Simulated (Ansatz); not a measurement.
Method: Ansatz, DFT PBE, scalar-relativistic, plane waves, PAW. Settings: cutoff 420 eV, Γ-centred meshes spaced at most about 0.3 Å⁻¹ (2π included), Gaussian smearing. Collinear spin in cells that started with moments and kept them past the coarse steps, no spin elsewhere.

These are static total energies at zero pressure.

Compare these two cells of MnF2, each relaxed at this level.

1. (site moments Mn 4.0; F 0.1 μB) Space group P4/mmm (No. 123), tetragonal, a = 3.236 Å, c = 3.953 Å. Mn has 2 F at 1.98 Å and 4 F at 2.29 Å; around F on its first site lie 4 Mn at 2.29 Å; F on its second site is surrounded by 2 Mn at 1.98 Å.

2. (site moments Mn 4.5 μB) Space group P6/mmm (No. 191), hexagonal, a = 3.775 Å, c = 2.746 Å. Mn is surrounded by 12 F at 2.58 Å and 2 Mn at 2.75 Å; F is surrounded by 3 F at 2.18 Å, 6 Mn at 2.58 Å and 2 F at 2.75 Å.

Question: Which form is favoured at zero pressure, and by what margin per atom?

Answer: Cell 1 is lower, by 0.88 eV/atom. Cell 1 has space group P4/mmm (No. 123), 13.8 Å³/atom and a gap of 0.40 eV on its mesh; cell 2 has space group P6/mmm (No. 191), 11.3 Å³/atom and a gap of 0.55 eV. Counting F atoms around Mn (those within 1.25 times the shortest such distance or 1.15 times the sum of covalent radii; a plus sign parts nearer from farther groups; the shortest distance is added where it is long for a bond), cell 1 has Mn 2+4 and cell 2 has Mn 12 from 2.6 Å. The lower one is the more open, so pressure narrows the difference. Both come from invented guesses. A third cell relaxed alike, in Fm-3m, lies 72 meV/atom below the lower of the two. The part of the Crystallography Open Database at hand lists MnF2 in space groups No. 111, 136; no cell shown has one of them.

Kohn–Sham gaps at this level usually fall short of measured ones. No Hubbard U is applied to the 3d shell of Mn. Another magnetic order may lie lower. Cells relaxed within their symmetry can be saddle points.
